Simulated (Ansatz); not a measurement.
The system is CuO.

```
CELL_PARAMETERS angstrom
3.28802 0.00000 0.00000
-1.64401 2.84751 0.00000
0.00000 0.00000 5.38502
ATOMIC_POSITIONS crystal
Cu 0.66667 0.33333 0.00000
Cu 0.33333 0.66667 0.50000
O 0.66667 0.33333 0.62520
O 0.33333 0.66667 0.12520
```

Measurements of this composition are mostly on another form, of space group No. 15.

Base run:

| Quantity | Value |
| --- | --- |
| Program | Ansatz 0.2.0 |
| Functional | PBE |
| Potentials or basis | Ansatz PAW |
| Cutoff | 420 eV (not typed: the program's choice for these potentials) |
| k mesh | 9 × 9 × 5 |
| Occupations | fermi-dirac, width 0.05 eV |
| Spin | no spin polarisation |
| Hubbard terms | Cu d U = 3 eV |

Its results: band gap on the k mesh none (metal or under the smearing width); pressure -7.7 GPa; largest force 0.070 eV/Å.

Task: The run is repeated on the same cell with these changes: hubbard terms from Cu d U = 3 eV to Cu d U = 1 eV. What comes out?

Result: Band gap on the k mesh none (metal or under the smearing width); pressure -8.7 GPa; largest force 0.073 eV/Å.

Caveats: the run has no spin polarisation, though such a crystal can be magnetic; U without spin polarisation on a metal has little footing.
